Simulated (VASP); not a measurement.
Input:

```yaml
crystal:
  lattice:
    - [0.00000, 2.99624, 2.99624]
    - [2.99624, 0.00000, 2.99624]
    - [2.99624, 2.99624, 0.00000]
  atoms:
    - { symbol: Zn, position: [0.00000, 0.00000, 0.00000] }
    - { symbol: Te, position: [0.25000, 0.25000, 0.25000] }
```

The numbers are results of PBE0 hybrid, VASP's PBE PAW potentials (set 64) (plane waves; VASP 6.6.1), not measurements. Run with 520 eV cut-off, 6×6×6 Γ-centred mesh, Gaussian smearing of 0.050 eV, potentials Zn Te.

### Question
Give the stress tensor in GPa (positive for a compressed cell).

### Answer

```
3.91  0.00  0.00
0.00  3.91  0.00
0.00  0.00  3.91
```
The pressure is its mean diagonal, 3.91 GPa.

The compound is ZnTe in the zinc blende structure. This cell is one point of a volume scan, at 0.91 of the reference volume. The cell's shape comes from a PBE relaxation.
